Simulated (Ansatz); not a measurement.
# Ge (P4_32_12) in Ansatz: a series of runs

The runs below take Ge through relaxation of cell and atoms, with PBEsol+D3(BJ)-ATM, PBEsol+D4.

All numbers are computed with Ansatz 0.2.0; they aren't measurements. Logs are shortened: lines on timing, memory, paths and dates and some standing lists are left out, and cuts for length are marked.

**1. Starting point**

Symmetry: P4_32_12, No. 96, tetragonal system. The conventional cell has a = 5.930 Å, b = 5.930 Å, c = 6.980 Å, α = 90.00°, β = 90.00°, γ = 90.00°. Around Ge (site symmetry 1) lie 4 Ge at 2.44 to 2.55 Å. Ge (site symmetry 2) has 4 Ge at 2.44 to 2.55 Å as nearest neighbours.

This isn't the form of Ge at room conditions, which is diamond.

**2. Relaxation of cell and atoms, PBEsol+D3(BJ)-ATM**

File input.yaml:

```yaml
crystal:
  lattice:
    - [5.93, 0.0, 0.0]
    - [0.0, 5.93, 0.0]
    - [0.0, 0.0, 6.98]
  atoms:
    - { symbol: Ge, position: [0.375, 0.1667, 0.75] }
    - { symbol: Ge, position: [0.3333, 0.875, 0.5] }
    - { symbol: Ge, position: [0.625, 0.8333, 0.25] }
    - { symbol: Ge, position: [0.6667, 0.125, 0.0] }
    - { symbol: Ge, position: [0.875, 0.3333, 0.5] }
    - { symbol: Ge, position: [0.8333, 0.625, 0.75] }
    - { symbol: Ge, position: [0.125, 0.6667, 0.0] }
    - { symbol: Ge, position: [0.1667, 0.375, 0.25] }
    - { symbol: Ge, position: [0.575, 0.425, 0.25] }
    - { symbol: Ge, position: [0.925, 0.925, 0.5] }
    - { symbol: Ge, position: [0.425, 0.575, 0.75] }
    - { symbol: Ge, position: [0.075, 0.075, 0.0] }
hamiltonian:
  xc: pbesol
  pseudopotentials: { kind: paw }
  dispersion: d3bjatm
kpoints:
  mp_grid: { grid: [5, 5, 4] }
scf:
  occupations: { method: fermi_dirac, width: 0.05 }
output:
  forces: true
  stress: true
  eigenvalues: true
relax:
  f_tol: 0.01
  max_steps: 40
  cell: { stress_tol: 0.05 }
```

Potentials or basis: Ansatz PAW.

On the command line:

```console
$ ansatz run input.yaml --threads 4 --pin off --max-ram 11264MiB --backend cpu --events-out ev --progress --plain --runs-dir out
```

What it wrote:

```text
Warning: RAYON_NUM_THREADS=4 ignored (pool sized by the plan → 4); use --threads N
Engine: ansatz 0.2.0, aarch64-unknown-linux-gnu
Pseudopotentials: kind: paw
Pseudopotential: Ge, paw, valence charge 14, recommended cutoff 420 eV (normal), Ge.paw.azcp
Functional definition: PBEsol
  exchange = pbesol_x
  correlation = pbesol_c
Crystal: 12 atoms, lattice volume = 245.451 Å³
Basis set: ecut = 420 eV, 4783 PW (Γ), exchange–correlation on 80×80×96 points (8 copies of the dense FFT grid, shifted against one another)
Bands: 101, of which v1, the nominal top of the filled ones, is band 84 counted from 1 (83 counted from 0)
Symmetry: 8 space group operations
Space group: P43212 (ITA 96), of the structure as read, at distance tolerance 6.3e-5 Å
k-points: 18 of 100 (time reversal used)
Non-local potential: Ge, projectors of the file, l = 0: 2, l = 1: 2, l = 2: 3, l = 3: 1
PAW form: soft (Blöchl's): semilocal exchange-correlation on the pseudo side does not see the compensation charge
PAW frozen core: Ge, regenerated for the run's functional, and the local potential with it (the file was generated under x = pbe(κ = 0.804, μ = 0.2195149727645171), c = pbe(β = 0.06672455060314922))
PAW one-centre angular grid: Ge, 590 points (default); XC on 64 Gauss nodes
Initial density: superposition of atomic densities (neutral atoms: chi_scale 0, normalization atom), corrected by the library's trained network
Initial wavefunctions: pseudopotential atomic-orbital guess
Functional: x = pbesol(κ = 0.804, μ = 0.12345679012345678), c = pbesol(β = 0.046)
SCF iter   1: F=—  HF=-51043.841685 eV  |F-HF|=—  |Δ(HF+E_count)|=         —  Δρ=1.85e-3  dr2=7.54e-3  ethr=1.77e-3  ⟨swp⟩=5.9  Hψ=6453  notcnv=0  defer=5
preconditioner: auto → Resta (q_TF=auto, 2.561 Å⁻¹)  ε∞=2.9  [insulator: Δε(μ)=0.673 eV  Ē_g=22.313 eV  σ=0.050 eV  W_gap=1.00  n_scr=80 (ndim 8)  ℏωp=30.7 eV  f_vac=0.000  D(μ)=0.01/eV (n_scr^D=0)  ε∞_Penn≈2.9]
SCF iter   2: F=—  HF=-51043.831496 eV  |F-HF|=—  |Δ(HF+E_count)|=   1.02e-2  Δρ=9.98e-4  dr2=2.02e-3  ethr=4.49e-6  ⟨swp⟩=2.0  Hψ=3610  notcnv=0  defer=41
SCF iter   3: F=—  HF=-51043.831284 eV  |F-HF|=—  |Δ(HF+E_count)|=   2.12e-4  Δρ=2.53e-4  dr2=1.04e-4  ethr=1.20e-6  ⟨swp⟩=2.0  Hψ=3189  notcnv=0  defer=41
SCF iter   4: F=—  HF=-51043.831352 eV  |F-HF|=—  |Δ(HF+E_count)|=   6.77e-5  Δρ=2.25e-4  dr2=6.14e-5  ethr=6.18e-8  ⟨swp⟩=2.0  Hψ=3189  notcnv=0  defer=41
SCF iter   5: F=—  HF=-51043.831239 eV  |F-HF|=—  |Δ(HF+E_count)|=   1.12e-4  Δρ=1.86e-5  dr2=7.13e-7  ethr=3.66e-8  ⟨swp⟩=2.0  Hψ=3189  notcnv=0  defer=41
SCF iter   6: F=—  HF=-51043.831435 eV  |F-HF|=—  |Δ(HF+E_count)|=   1.96e-4  Δρ=9.75e-6  dr2=1.97e-7  ethr=5.95e-11  ⟨swp⟩=8.1  Hψ=8355  notcnv=0
SCF iter   7: F=-51043.831435 eV  HF=-51043.831435 eV  |F-HF|=8.19e-9  |Δ(HF+E_count)|=   1.92e-7  Δρ=2.43e-6  dr2=9.32e-9  ethr=5.95e-11  ⟨swp⟩=4.0  Hψ=5345  notcnv=0
SCF 1 converged in 7 iterations: F = -51043.831435 eV  dr2 = 9.32e-9
relax step   1: F+E_penalty+E_count = -51043.83143517 eV  Δ(F+E_penalty+E_count) = +0.000e0 eV  max|allowed force component| = 6.014e-1 eV/Å  Δτ_max = 0.0000 Å  P = -1.593 GPa  Ω = 245.451 Å³  (7 SCF iters, dr2 threshold 1.00e-7 eV, accepted)
Crystal: 12 atoms, lattice volume = 232.518 Å³
Basis set: ecut = 420 eV, 4531 PW (Γ), exchange–correlation on 80×80×96 points (8 copies of the dense FFT grid, shifted against one another)
Initial density: handed on by an earlier stage of this run
Initial wavefunctions: those handed on with the density
iter 1 solved again at ethr=5.02e-5 eV; its pass at ethr=3.10e-3 eV (dr2=8.44e-2 eV) is discarded
SCF iter   1: F=—  HF=-51044.076016 eV  |F-HF|=—  |Δ(HF+E_count)|=         —  Δρ=9.55e-3  dr2=8.50e-2  ethr=5.02e-5  ⟨swp⟩=2.3  Hψ=7867  notcnv=0
preconditioner: auto → Resta (q_TF=auto, 2.584 Å⁻¹)  ε∞=3.0  [insulator: Δε(μ)=0.632 eV  Ē_g=22.497 eV  σ=0.050 eV  W_gap=1.00  n_scr=80 (ndim 8)  ℏωp=31.6 eV  f_vac=0.000  D(μ)=0.01/eV (n_scr^D=0)  ε∞_Penn≈3.0]
SCF iter   2: F=—  HF=-51044.067840 eV  |F-HF|=—  |Δ(HF+E_count)|=   8.18e-3  Δρ=5.14e-3  dr2=2.61e-2  ethr=5.02e-5  ⟨swp⟩=1.0  Hψ=1818  notcnv=0
SCF iter   3: F=—  HF=-51044.065068 eV  |F-HF|=—  |Δ(HF+E_count)|=   2.77e-3  Δρ=2.81e-4  dr2=1.35e-4  ethr=1.56e-5  ⟨swp⟩=1.9  Hψ=2226  notcnv=0
[... 43 lines left out ...]
Fermi energy:    10.037612 eV
--- Per-component energies (eV) ---
  E_band       = -1508.695210
  E_kinetic    = 1341.782027
  E_local      = -27277.551053  (includes V_loc(G=0)·N_el)
  E_nonlocal   = 5035.280874
  E_hartree    = 11959.205247
  E_xc         = -903.499209
  E_vxc        = -781.637396  (∫ρ·V_xc dr)
  E_paw        = -23741.620701  (= ΣΔE_a)
  E_vpaw       = -3744.983425  (= ΣTr[D̂ρ^β])
  E_aug_tail   = 0.003579  (compensation charges beyond the density's cutoff)
  E_ewald      = -17465.151800
  E_disp       = -3.556563  (pairwise vdW)
  E_core_change = 11.015235  (= ΣΔE_core)
  E_smearing   = -0.000406  (= −TS)
  E_closure    = 0.000000  (closes the sum)
  Σ components = -51044.092771   (vs F -51044.092771, Δ=0.00e0)
--- Forces (eV/Å), atoms counted from 1 ---
  atom   1  Ge    -0.00155607     0.00287157    -0.00451841
  atom   2  Ge    -0.00287157    -0.00155607    -0.00451841
  atom   3  Ge     0.00155607    -0.00287157    -0.00451841
  atom   4  Ge     0.00287157     0.00155607    -0.00451841
  atom   5  Ge    -0.00155607    -0.00287157     0.00451841
  atom   6  Ge    -0.00287157     0.00155607     0.00451841
  atom   7  Ge     0.00155607     0.00287157     0.00451841
  atom   8  Ge     0.00287157    -0.00155607     0.00451841
  atom   9  Ge    -0.00092102     0.00092102     0.00000000
  atom  10  Ge     0.00092102     0.00092102    -0.00000000
  atom  11  Ge     0.00092102    -0.00092102     0.00000000
  atom  12  Ge    -0.00092102    -0.00092102    -0.00000000
  max |Σ_I F_I| component: 1.49e-16 eV/Å
--- Stress (GPa, compression-positive) ---
        0.005872      -0.000000       0.000000
       -0.000000       0.005872      -0.000000
        0.000000      -0.000000       0.010594
  P = ⅓ Tr σ = 0.0074 GPa (0.074 kbar)
--- Band table (eV; the first three rows and the last of 18) ---
  k-point 0: bands = ["-14.6295", "-14.5996", "-14.5996", "-14.5804", "-14.5804", "-14.5798", "-14.5680", "-14.5590", "-14.5527", "-14.5527", "-14.5509", "-14.5502", "-14.5450", "-14.5191", "-14.5063", "-14.5054", "-14.5054", "-14.4780", "-14.4754", "-14.4754", "-14.4678", "-14.4678", "-14.4666", "-14.4612", "-14.4438", "-14.4344", "-14.4344", "-14.4320", "-14.4228", "-14.4073", "-14.4073", "-14.4006", "-14.3985", "-14.3839", "-14.3839", "-14.3813", "-14.3704", "-14.3704", "-14.3680", "-14.3673", "-14.3614", "-14.3426", "-14.3413", "-14.3413", "-14.3190", "-14.3190", "-14.3060", "-14.3060", "-14.2999", "-14.2920", "-14.2859", "-14.2729", "-14.2678", "-14.2678", "-14.2612", "-14.2571", "-14.2550", "-14.2233", "-14.2233", "-14.2094", "-3.0690", "-0.4131", "-0.4131", "0.4624", "0.8987", "0.8987", "1.0391", "3.3807", "3.8955", "3.8955", "4.0275", "4.3856", "5.6415", "5.9732", "5.9732", "6.1242", "6.4814", "6.6715", "6.6715", "8.0150", "8.6268", "8.6736", "8.6736", "9.5738", "11.1590", "11.4137", "11.4137", "12.1676", "12.9572", "13.4508", "13.6421", "14.1921", "14.1921", "14.2501", "14.7365", "14.7365", "15.9827", "16.0882", "16.3938", "16.3938", "16.5334"]
  k-point 1: bands = ["-14.6293", "-14.6149", "-14.5849", "-14.5789", "-14.5779", "-14.5777", "-14.5700", "-14.5631", "-14.5589", "-14.5575", "-14.5549", "-14.5507", "-14.5264", "-14.5135", "-14.5038", "-14.5027", "-14.5004", "-14.4839", "-14.4788", "-14.4770", "-14.4666", "-14.4648", "-14.4646", "-14.4633", "-14.4495", "-14.4461", "-14.4347", "-14.4285", "-14.4175", "-14.4148", "-14.4139", "-14.4003", "-14.3973", "-14.3858", "-14.3837", "-14.3789", "-14.3704", "-14.3702", "-14.3646", "-14.3628", "-14.3599", "-14.3470", "-14.3421", "-14.3370", "-14.3245", "-14.3089", "-14.3077", "-14.3039", "-14.2985", "-14.2958", "-14.2919", "-14.2758", "-14.2676", "-14.2662", "-14.2638", "-14.2569", "-14.2450", "-14.2284", "-14.2188", "-14.2112", "-2.8875", "-1.4884", "0.4952", "0.5381", "0.6412", "1.1205", "1.5457", "2.7219", "3.3775", "4.1393", "4.2163", "4.2571", "5.1385", "5.3749", "6.4464", "6.7718", "7.2044", "7.3390", "7.4127", "7.5550", "8.0926", "8.5802", "8.7097", "8.8272", "11.6717", "11.7712", "11.8913", "12.2409", "12.3657", "12.4099", "12.6141", "12.9382", "14.0503", "14.5053", "15.3857", "15.5479", "15.8021", "16.1300", "16.1869", "16.2863", "16.2958"]
  k-point 2: bands = ["-14.6255", "-14.6255", "-14.5757", "-14.5757", "-14.5753", "-14.5753", "-14.5724", "-14.5724", "-14.5598", "-14.5598", "-14.5547", "-14.5547", "-14.5079", "-14.5079", "-14.5013", "-14.5013", "-14.4931", "-14.4931", "-14.4838", "-14.4838", "-14.4690", "-14.4690", "-14.4590", "-14.4590", "-14.4484", "-14.4484", "-14.4354", "-14.4354", "-14.4240", "-14.4240", "-14.3992", "-14.3992", "-14.3972", "-14.3972", "-14.3830", "-14.3830", "-14.3657", "-14.3657", "-14.3644", "-14.3644", "-14.3514", "-14.3514", "-14.3406", "-14.3406", "-14.3126", "-14.3126", "-14.3052", "-14.3052", "-14.3011", "-14.3011", "-14.2868", "-14.2868", "-14.2659", "-14.2659", "-14.2589", "-14.2589", "-14.2352", "-14.2352", "-14.2148", "-14.2148", "-2.3501", "-2.3501", "0.5568", "0.5568", "1.1038", "1.1038", "2.0707", "2.0707", "3.6498", "3.6498", "4.1141", "4.1141", "5.1634", "5.1634", "6.7323", "6.7323", "7.6485", "7.6485", "7.6900", "7.6900", "8.5108", "8.5108", "8.9905", "8.9905", "10.5568", "10.5568", "11.0905", "11.0905", "13.3118", "13.3118", "13.3934", "13.3934", "14.4773", "14.4773", "14.5182", "14.5182", "15.4664", "15.4664", "15.5266", "15.5266", "17.1484"]
  k-point 17: bands = ["-14.6069", "-14.6069", "-14.6032", "-14.6032", "-14.5694", "-14.5694", "-14.5656", "-14.5656", "-14.5423", "-14.5423", "-14.5359", "-14.5359", "-14.5266", "-14.5266", "-14.5028", "-14.5028", "-14.4891", "-14.4891", "-14.4771", "-14.4771", "-14.4677", "-14.4677", "-14.4559", "-14.4559", "-14.4461", "-14.4461", "-14.4397", "-14.4397", "-14.4171", "-14.4171", "-14.4103", "-14.4103", "-14.3863", "-14.3863", "-14.3813", "-14.3813", "-14.3603", "-14.3603", "-14.3544", "-14.3544", "-14.3473", "-14.3473", "-14.3381", "-14.3381", "-14.3286", "-14.3286", "-14.3154", "-14.3154", "-14.2936", "-14.2936", "-14.2916", "-14.2916", "-14.2706", "-14.2706", "-14.2679", "-14.2679", "-14.2464", "-14.2464", "-14.2306", "-14.2306", "-1.1912", "-1.1912", "-0.6129", "-0.6129", "0.1873", "0.1873", "0.7086", "0.7086", "4.8329", "4.8329", "5.2868", "5.2868", "6.7973", "6.7973", "7.2312", "7.2312", "7.6648", "7.6648", "8.0533", "8.0533", "8.5063", "8.5063", "8.9139", "8.9139", "10.9878", "10.9878", "11.3162", "11.3162", "11.9680", "11.9680", "12.3813", "12.3813", "13.1711", "13.1711", "13.8019", "13.8019", "14.7728", "14.7728", "15.3032", "15.3032", "16.2734"]
--- Relaxed structure (4 steps of the walk, 4 accepted, 1 SCFs on fresh bases) ---
  F+E_penalty+E_count = -51044.09277127 eV   max|allowed force component| = 4.518e-3 eV/Å   (the final SCF, on the basis selected at the relaxed cell)
  cell:  # Å, volume = 235.7994 Å³
    - [5.87447624550071, -1.5960566263024745e-33, 5.009989178746947e-18]
    - [-1.3680485368306925e-34, 5.87447624550071, -4.5601617894356415e-35]
    - [5.897086756771278e-18, -5.367610335625764e-35, 6.8328901689293176]
  atoms:
    - { symbol: Ge, position: [0.36847876931273327, 0.1737682534733071, 0.7366745192030435] }
    - { symbol: Ge, position: [0.32623174652669285, 0.8684787693127333, 0.4866745192030435] }
    - { symbol: Ge, position: [0.6315212306872667, 0.8262317465266928, 0.2366745192030436] }
    - { symbol: Ge, position: [0.6737682534733072, 0.13152123068726684, -0.0133254807969564] }
    - { symbol: Ge, position: [0.8684787693127333, 0.32623174652669285, 0.5133254807969564] }
    - { symbol: Ge, position: [0.8262317465266928, 0.6315212306872667, 0.7633254807969564] }
    - { symbol: Ge, position: [0.13152123068726684, 0.6737682534733072, 0.0133254807969564] }
    - { symbol: Ge, position: [0.1737682534733071, 0.36847876931273327, 0.26332548079695633] }
    - { symbol: Ge, position: [0.5907567714076217, 0.4092432285923781, 0.24999999999999997] }
    - { symbol: Ge, position: [0.909243228592378, 0.909243228592378, 0.49999999999999994] }
    - { symbol: Ge, position: [0.4092432285923781, 0.5907567714076217, 0.7499999999999999] }
    - { symbol: Ge, position: [0.09075677140762185, 0.09075677140762185, -6.024269761220117e-20] }
```

Wall time 55 s (4 threads of Arm Neoverse V2, shared host); peak memory 0.94 GiB.

Results:

- Free energy: -51044.0928 eV
- Relaxed volume: 19.65 Å³/atom
- Relaxed cell: a = 5.874 Å, b = 5.874 Å, c = 6.833 Å, α = 90.00°, β = 90.00°, γ = 90.00°
- Space group after relaxing (to 0.05 Å): P4_32_12 (No. 96)
- Energy gained by relaxing: 21.8 meV/atom
- Ionic steps: 5
- Pressure after relaxing: 0.0 GPa
- Largest force after relaxing: 0.006 eV/Å
- Band gap on the k mesh: 0.55 eV, indirect (least direct gap 0.76 eV)

Forces in eV/Å, atoms in the order of the input:
```
Ge  -0.002  0.003 -0.005
Ge  -0.003 -0.002 -0.005
Ge   0.002 -0.003 -0.005
Ge   0.003  0.002 -0.005
Ge  -0.002 -0.003  0.005
Ge  -0.003  0.002  0.005
Ge   0.002  0.003  0.005
Ge   0.003 -0.002  0.005
Ge  -0.001  0.001  0.000
Ge   0.001  0.001  0.000
Ge   0.001 -0.001  0.000
Ge  -0.001 -0.001  0.000
```

Step by step:
| step | energy change (eV) | largest force (eV/Å) | volume (Å³) |
| --- | --- | --- | --- |
| 1 | 0.0000 | 0.8505 | 245.45 |
| 2 | -0.2336 | 0.1167 | 232.52 |
| 3 | -0.2625 | 0.0274 | 235.47 |
| 4 | -0.2631 | 0.0056 | 235.80 |
| 5 | -0.2613 | 0.0056 | 235.80 |

Final structure:
```
CELL_PARAMETERS angstrom
5.87448 0.00000 0.00000
0.00000 5.87448 0.00000
0.00000 0.00000 6.83289
ATOMIC_POSITIONS crystal
Ge 0.36848 0.17377 0.73667
Ge 0.32623 0.86848 0.48667
Ge 0.63152 0.82623 0.23667
Ge 0.67377 0.13152 0.98667
Ge 0.86848 0.32623 0.51333
Ge 0.82623 0.63152 0.76333
Ge 0.13152 0.67377 0.01333
Ge 0.17377 0.36848 0.26333
Ge 0.59076 0.40924 0.25000
Ge 0.90924 0.90924 0.50000
Ge 0.40924 0.59076 0.75000
Ge 0.09076 0.09076 0.00000
```

Levels at points of the mesh, in eV from the valence-band top:
```tsv
k point	band 80	band 81	band 82	band 83	band 84	band 85	band 86	band 87	band 88	band 89
(0.00, 0.00, 0.00)	-1.76	-1.15	-1.10	-1.10	-0.20	1.38	1.64	1.64	2.39	3.18
(0.00, 0.00, -0.50)	-2.08	-1.26	-1.26	-0.78	-0.78	0.78	0.78	1.32	1.32	3.54
```

Caveat: odd divisions of the mesh miss points on the zone boundary, where band edges often lie, so the gap on the mesh can be too wide; the plane-wave basis is chosen anew once the cell has moved, so the energies of steps on either side of that aren't comparable; the PAW data sets come from PBE, with cores solved anew for the run's functional, which leaves a small shift of forces and pressure.

**3. Relaxation of cell and atoms, PBEsol+D4**

Changes to input.yaml since step 2:

```diff
@@ -21,3 +21,3 @@
   pseudopotentials: { kind: paw }
-  dispersion: d3bjatm
+  dispersion: d4
 kpoints:
```

Potentials or basis: Ansatz PAW.

On the command line:

```console
$ ansatz run input.yaml --threads 4 --pin off --max-ram 11264MiB --backend cpu --events-out ev --progress --plain --runs-dir out
```

Run time: 57 s. Hardware: 4 threads of Arm Neoverse V2, shared host; peak memory 0.95 GiB.

Results (log left out):

```
Free energy                            : -51043.0934 eV
Relaxed volume                         : 19.86 Å³/atom
Relaxed cell                           : a = 5.891 Å, b = 5.891 Å, c = 6.867 Å, α = 90.00°, β = 90.00°, γ = 90.00°
Space group after relaxing (to 0.05 Å) : P4_32_12 (No. 96)
Energy gained by relaxing              : 18.9 meV/atom
Ionic steps                            : 5
Pressure after relaxing                : 0.0 GPa
Largest force after relaxing           : 0.006 eV/Å
Band gap on the k mesh                 : 0.57 eV, indirect (least direct gap 0.74 eV)
```

Forces on the atoms (eV/Å):
```
Ge  -0.002  0.002 -0.005
Ge  -0.002 -0.002 -0.005
Ge   0.002 -0.002 -0.005
Ge   0.002  0.002 -0.005
Ge  -0.002 -0.002  0.005
Ge  -0.002  0.002  0.005
Ge   0.002  0.002  0.005
Ge   0.002 -0.002  0.005
Ge  -0.001  0.001  0.000
Ge   0.001  0.001  0.000
Ge   0.001 -0.001  0.000
Ge  -0.001 -0.001  0.000
```

Step by step:
```tsv
step	energy change (eV)	largest force (eV/Å)	volume (Å³)
1	0.0000	0.8506	245.45
2	-0.2030	0.1071	235.59
3	-0.2276	0.0366	238.15
4	-0.2284	0.0057	238.35
5	-0.2272	0.0057	238.35
```

Final structure:
```
Ge
1.0
     5.89131    0.00000    0.00000
     0.00000    5.89131    0.00000
     0.00000    0.00000    6.86729
Ge
12
Direct
  0.36887 0.17333 0.73845
  0.32667 0.86887 0.48845
  0.63113 0.82667 0.23845
  0.67333 0.13113 0.98845
  0.86887 0.32667 0.51155
  0.82667 0.63113 0.76155
  0.13113 0.67333 0.01155
  0.17333 0.36887 0.26155
  0.59015 0.40985 0.25000
  0.90985 0.90985 0.50000
  0.40985 0.59015 0.75000
  0.09015 0.09015 0.00000
```

Levels at points of the mesh, in eV from the valence-band top:
```tsv
k point	band 82	band 83	band 84	band 85	band 86	band 87
(0.00, 0.00, 0.00)	-1.06	-1.06	-0.19	1.40	1.65	1.65
(0.00, 0.00, -0.50)	-1.23	-0.76	-0.76	0.79	0.79	1.36
```

Caveat: odd divisions of the mesh miss points on the zone boundary, where band edges often lie, so the gap on the mesh can be too wide; the plane-wave basis is chosen anew once the cell has moved, so the energies of steps on either side of that aren't comparable; the PAW data sets come from PBE, with cores solved anew for the run's functional, which leaves a small shift of forces and pressure. Expect the measured gap to be larger: semilocal functionals such as PBEsol lack the derivative discontinuity.
